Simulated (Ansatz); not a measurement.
**SrO: the band gap up the ladder of functionals**

An exercise on one series of results from a longer session: the logs are not shown, and one member is left open.

Program: Ansatz 0.2.0. PAW datasets, plane waves. Computed at 0 K without zero-point motion; spin polarisation is off.

## Starting point

The cell was relaxed beforehand with r2SCAN.

The symmetry is P6_3/mmc (No. 194, hexagonal); a = 3.547 Å, c = 6.208 Å in the conventional setting, 16.91 Å³ an atom. Around Sr lie 6 O at 2.57 Å; around O lie 6 Sr at 2.57 Å.

Structure file:

```cif
data_structure
_symmetry_space_group_name_H-M 'P 1'
_symmetry_Int_Tables_number 1
_cell_length_a 3.5471
_cell_length_b 3.5471
_cell_length_c 6.2083
_cell_angle_alpha 90.000
_cell_angle_beta 90.000
_cell_angle_gamma 120.000
_cell_volume 67.65
loop_
_atom_site_label
_atom_site_type_symbol
_atom_site_fract_x
_atom_site_fract_y
_atom_site_fract_z
_atom_site_occupancy
Sr1 Sr 0.33333 0.66667 0.25000 1
Sr2 Sr 0.66667 0.33333 0.75000 1
O1 O 0.00000 0.00000 0.00000 1
O2 O 0.00000 0.00000 0.50000 1
```

Set-up of the first run:

input.yaml reads:

```yaml
crystal:
  lattice:
    - [3.5471277535, 0.0, 0.0]
    - [-1.7735638768, 3.071902745, 0.0]
    - [0.0, 0.0, 6.2083420173]
  atoms:
    - { symbol: Sr, position: [0.3333333333, 0.6666666667, 0.25] }
    - { symbol: Sr, position: [0.6666666667, 0.3333333333, 0.75] }
    - { symbol: O, position: [0.0, 0.0, 0.0] }
    - { symbol: O, position: [0.0, 0.0, 0.5] }
kpoints:
  mp_grid: { grid: [12, 12, 4] }
  band_path:
    path:
      - [[0.0, 0.0, 0.0], [0.5, -5.465440016928e-17, 0.0], [0.3333333333333, 0.3333333333333, 0.0], [0.0, 0.0, 0.0], [0.0, 0.0, 0.5], [0.5, -5.465440016928e-17, 0.5], [0.3333333333333, 0.3333333333333, 0.5], [0.0, 0.0, 0.5]]
      - [[0.5, -5.465440016928e-17, 0.5], [0.5, -5.465440016928e-17, 0.0]]
      - [[0.3333333333333, 0.3333333333333, 0.5], [0.3333333333333, 0.3333333333333, 0.0]]
    npoints: 10
hamiltonian:
  xc: pbe
scf:
  occupations: { method: fermi_dirac, width: 0.02 }
  n_extra_bands: 5
output:
  forces: true
  stress: true
  eigenvalues: true
```

On the command line:

```
$ ansatz run input.yaml --threads 2 --pin off --max-ram 2211MiB --backend cpu --events-out ev --progress --plain --runs-dir out
```

Among the steps run: PBE bands along the symmetry lines; Single point with r2SCAN; HSE06; PBE+SOC; PBE0; Single point with LDA; DDH-PBE0; Single point with HSE06+SOC; r2SCAN0 at the same geometry; LC-ωPBE.

One table of the session follows, with a row left open; its other results are not shown here.

| level | gap (eV) |
| --- | --- |
| PBE | 3.10 |
| r2SCAN | 3.54 |
| HSE06 | 4.53 |
| PBE+SOC | 3.10 |
| PBE0 | 5.24 |
| LDA | ? |
| DDH-PBE0 | 5.29 |
| HSE06+SOC | 4.53 |
| r2SCAN0 | 5.57 |
| LC-ωPBE | 9.75 |

Q: Estimate the row for LDA from the others.

**Answer.** gap (eV): 2.90. In the column «gap (eV)» it is the lowest.

Meshes: PBE 12×12×4, r2SCAN 12×12×4, HSE06 6×6×4, PBE+SOC 12×12×4, PBE0 6×6×4, LDA 12×12×4, DDH-PBE0 6×6×4, HSE06+SOC 6×6×2, r2SCAN0 6×6×4, LC-ωPBE 6×6×4.

In words: The gap runs from 2.90 eV (LDA) to 9.75 eV (LC-ωPBE). PBE reaches 68 % of the HSE06 value, and r2SCAN 78 %. PBE0 lies 0.71 eV above HSE06, which differs from it by screening the long-range exchange. The levels disagree on whether the gap is direct.

To keep in mind: Warnings in the runs' records: stress scf threshold loose, stress exchange threshold loose.
